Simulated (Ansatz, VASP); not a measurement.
# Two plane-wave programs on NaCl

```
CELL_PARAMETERS angstrom
0.00000 2.81833 2.81833
2.81833 0.00000 2.81833
2.81833 2.81833 0.00000
ATOMIC_POSITIONS crystal
Na 0.00000 0.00000 0.00000
Cl 0.50000 0.50000 0.50000
```

Alike in both runs: task single point; functional PBE; k mesh 8 × 8 × 8; occupations gaussian, width 0.02 eV; no spin polarisation.

```csv
,VASP,Ansatz
version,VASP 6.6.1,Ansatz 0.2.0
potentials or method,"VASP PAW PBE potentials, release 64 (Na_pv, Cl)","scalar-relativistic, plane waves, PAW"
plane-wave cutoff (eV),520,420
valence electrons in the cell,14,16
```

|  | VASP | Ansatz | Ansatz less VASP |
| --- | --- | --- | --- |
| gap on the k mesh at the Fermi level (eV) | 5.11 | 5.11 | 0.000 |
| least direct gap on the mesh (eV) | 5.11 | 5.11 | 0.000 |
| pressure (GPa) | 0.8 | 0.8 | +0.03 |

The two sets of potentials don't hold the same shells in valence.

A k mesh can miss the band edges.
